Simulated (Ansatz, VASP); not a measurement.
**HgTe (Coloradoite): VASP beside Ansatz**

```
CELL_PARAMETERS angstrom
0.00000 3.21450 3.21450
3.21450 0.00000 3.21450
3.21450 3.21450 0.00000
ATOMIC_POSITIONS crystal
Hg 0.00000 0.00000 0.00000
Te 0.75000 0.75000 0.75000
```

Alike in both runs: functional BLYP; k mesh 7 × 7 × 7; occupations fermi-dirac, width 0.05 eV; no spin polarisation.

|  | VASP | Ansatz |
| --- | --- | --- |
| version | VASP 6.6.1 | Ansatz 0.2.0 |
| potentials or method | VASP PAW PBE potentials, release 64 (Hg, Te), cutoff 520 eV | all-electron LAPW, scalar-relativistic |
| task | single point | band structure |

|  | VASP | Ansatz | Ansatz less VASP |
| --- | --- | --- | --- |
| gap on the k mesh at the Fermi level (eV) | none | none | - |
| pressure (GPa) | 8.2 | 7.8 | -0.33 |

A gap of «none» marks a metal or a gap that the smearing closes. Ansatz ran all-electron here, so the differences hold the error of VASP's frozen core and of both bases.

Caveats: the PAW data sets were made with another functional, which shifts forces and pressure a little (VASP); spin-orbit coupling is left out, which moves the levels of the heavy elements (Ansatz). The runs have no spin-orbit coupling, so splittings on Hg, Te are missing.
